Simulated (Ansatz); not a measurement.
A one-shot G0W0 calculation of BP in the zincblende structure with the plane-wave code Ansatz, at the level G0W0@PBE with 92 empty bands, a screening cutoff of 150 eV and a 6×6×6 mesh. The cell was relaxed with r2SCAN and then strained, so it isn't that functional's minimum.

input.yaml:
```yaml
crystal:
  lattice:
    - [0.0, 2.2002661989, 2.2961117116]
    - [2.2002661989, 0.0, 2.2961117116]
    - [2.2002661989, 2.2002661989, 0.0]
  atoms:
    - { symbol: B, position: [0.0, 0.0, 0.0] }
    - { symbol: P, position: [0.25, 0.25, 0.25] }
kpoints:
  mp_grid: { grid: [6, 6, 6] }
hamiltonian:
  xc: pbe
scf:
  occupations: { method: fixed }
gw:
  n_empty_bands: 92
  ecut_chi: 150
  qp_bands: [v2, c2]
  qp_kpoints: band_edges
  screening: { model: contour_deformation }
```

Question: It ran on 1 × NVIDIA H100 80GB HBM3 with 2 threads of AMD EPYC 7R13 Processor (Zen 3), with other jobs on the host, load about 1.6 per core. About how long did it take, and what peak of host memory did it reach?

Answer: About 39 s, with a peak of 1.3 GiB.

Main lines of the log:
```
Functional definition: PBE
Crystal: 2 atoms, lattice volume = 22.232 Å³
Basis set: ecut = 420 eV, 427 PW (Γ)
Bands: 8, of which v1, the nominal top of the filled ones, is band 4 counted from 1 (3 counted from 0)
Symmetry: 8 space group operations
Space group: I-4m2 (ITA 119)
k-points: 30 of 216 (time reversal used)
preconditioner: auto → none  [insulator: Δε(μ)=0.928 eV  ℏωp=22.3 eV]
SCF converged after 6 iterations
Free energy (F): -912.365515 eV
Fermi energy:    10.115370 eV
--- G₀W₀: contour deformation, 7 samples at zero and on the imaginary axis and 2 off it, 216 q-points, 92 empty bands' worth ---
    ik  band        ε_KS         Σx   Σc(E_QP)       V_xc       Z   E_QP_lin       E_QP  E_QP is
     0     3     10.1154   -16.4946     1.0910   -14.8988  0.7916     9.6091     9.6105  root
     0     4     10.1154   -16.4946     1.0910   -14.8988  0.7916     9.6091     9.6105  root
     0     5     13.3774    -8.8815    -4.5775   -13.8419  0.7907    13.7613    13.7603  root
     0     6     13.3774    -8.8815    -4.5775   -13.8419  0.7907    13.7613    13.7603  root
     1     3      9.0905   -16.7025     1.3764   -14.7868  0.7883     8.5493     8.5511  root
     1     4      9.4656   -16.5502     1.2679   -14.7594  0.7890     8.9409     8.9427  root
     1     5     13.9895    -8.8148    -4.7900   -13.9673  0.7879    14.3531    14.3520  root
     1     6     14.3564    -8.6913    -4.8903   -13.9918  0.7840    14.7682    14.7666  root
     2     3      8.1830   -17.0930     1.7780   -14.7186  0.7830     7.5839     7.5866  root
     2     4      8.7088   -16.9704     1.6425   -14.7522  0.7845     8.1305     8.1331  root
     2     5     13.8826    -8.7371    -4.8890   -13.9504  0.7889    14.2076    14.2069  root
     2     6     14.9598    -7.9006    -5.1024   -13.3867  0.7864    15.3450    15.3435  root
     3     3      7.8527   -17.2711     1.9345   -14.7180  0.7809     7.2309     7.2340  root
     3     4      8.4445   -17.1703     1.7895   -14.7835  0.7823     7.8445     7.8472  root
     3     5     13.7010    -8.6206    -4.8698   -13.8055  0.7907    14.0170    14.0161  root
     3     6     14.8194    -7.7914    -5.0714   -13.2270  0.7889    15.1848    15.1836  root
     4     3      8.1740   -16.6080     1.6794   -14.3491  0.7829     7.5918     7.5945  root
     4     4      8.2092   -17.7132     1.8533   -15.2381  0.7789     7.5840     7.5874  root
     4     5     12.3053    -8.4148    -4.3466   -13.0568  0.7974    12.6013    12.6007  root
     4     6     15.6982    -8.5245    -5.3391   -14.3102  0.7730    16.1470    16.1447  root
     9     3      6.1283   -17.3424     2.5274   -14.1353  0.7672     5.4435     5.4487  root
     9     4      6.2494   -17.2662     2.4986   -14.0938  0.7671     5.5703     5.5756  root
     9     5     11.1263    -8.0180    -4.1418   -12.3429  0.8032    11.3096    11.3094  root
     9     6     13.1443    -6.5192    -4.7310   -11.4531  0.8030    13.3473    13.3471  root
    12     3      5.4775   -17.5682     2.8141   -14.0489  0.7601     4.7659     4.7724  root
    12     4      5.5697   -17.5012     2.7776   -14.0266  0.7602     4.8665     4.8727  root
    12     5     11.0461    -7.4557    -4.2293   -11.8208  0.8038    11.1820    11.1819  root
    12     6     11.3734    -7.3706    -4.2750   -11.8138  0.8093    11.5418    11.5416  root
    13     3      8.3510   -16.5985     1.6400   -14.3874  0.7832     7.7774     7.7799  root
    13     4      8.3510   -16.5985     1.6400   -14.3874  0.7832     7.7774     7.7799  root
    13     5     12.6855    -8.3076    -4.4253   -13.0307  0.7984    12.9839    12.9833  root
    13     6     15.9456    -8.5677    -5.3858   -14.4009  0.7711    16.3952    16.3930  root
    25     3      6.6015   -17.2392     2.4248   -14.1480  0.7687     5.9301     5.9351  root
    25     4      6.6015   -17.2392     2.4248   -14.1480  0.7687     5.9301     5.9351  root
    25     5     11.6582    -7.8987    -4.2503   -12.3382  0.8039    11.8477    11.8474  root
    25     6     13.4270    -6.5803    -4.7151   -11.4870  0.8050    13.6188    13.6185  root
  […]
```

The points are ik 0 = (0, 0, 0) (Γ), ik 1 = (0, 0, 1/6), ik 2 = (0, 0, 1/3), ik 3 = (0, 0, -1/2) (L), ik 4 = (0, 1/6, 1/6), ik 9 = (0, 1/3, 1/3), ik 12 = (0, -1/2, -1/2) (X), ik 13 = (1/6, 1/6, 0), ik 25 = (1/3, 1/3, 0), ik 29 = (-1/2, -1/2, 0) (X); band 4 is the last filled one.

G0W0 moves the gap on the mesh from 0.93 eV (PBE) to 1.57 eV (Γ to X). Renormalisation factors Z lie between 0.76 and 0.81. G0W0 here is at a finite number of bands, screening cutoff and k mesh, not at the basis limit.

The values are computed, spin-unpolarised, and not measurements.

For so narrow a gap this mesh doesn't settle the screening, and the bands and cutoff are finite.
